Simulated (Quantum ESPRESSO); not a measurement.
# Energy and gap at +3 % biaxial strain: 2H-MoS2, 1 layer

**Set-up.** Quantum ESPRESSO 7.5 driven by ASE, PBE, GBRV ultrasoft, ESM (bc1); atomic heights clamped; cell area 8.784 Å² at zero strain.

| strain (%) | energy (meV a cell) | gap on the mesh (eV) |
| --- | --- | --- |
| −3 | 103.53 | 1.925 |
| −1.5 | 23.99 | 1.825 |
| 0 | 0.00 | 1.658 |
| +1.5 | 25.73 | 1.410 |

To predict: What are energy and gap at +3 %, and how stiff is the sheet?

By hand: About zero, E'' = (23.99 + 25.73 − 2 × 0.00)/1.5² = 22.10 meV per %² and E' = (25.73 − 23.99)/3 = 0.58 meV per %. With E = A K ε², where K = (C11 + C22)/2 + C12 (C11 + C12 for a hexagonal sheet), K = 22.10 × 10/(2 × 8.784) × 16.02 = 202 N/m. The parabola gives E(+3 %) = 0.00 + 3 × (0.58) + 4.5 × 22.10 = 101.2 meV. Continuing the last slope, the gap is 2 × 1.410 − 1.658 = 1.162 eV.

**Check.** E = 95.6 meV and the gap 1.185 eV. The parabola misses by +5.6 meV, too high, since bonds soften under tension. The gap's line misses by −0.023 eV.

Caveats: Clamped heights stiffen sheets with several planes. Semilocal gap, no spin-orbit coupling.
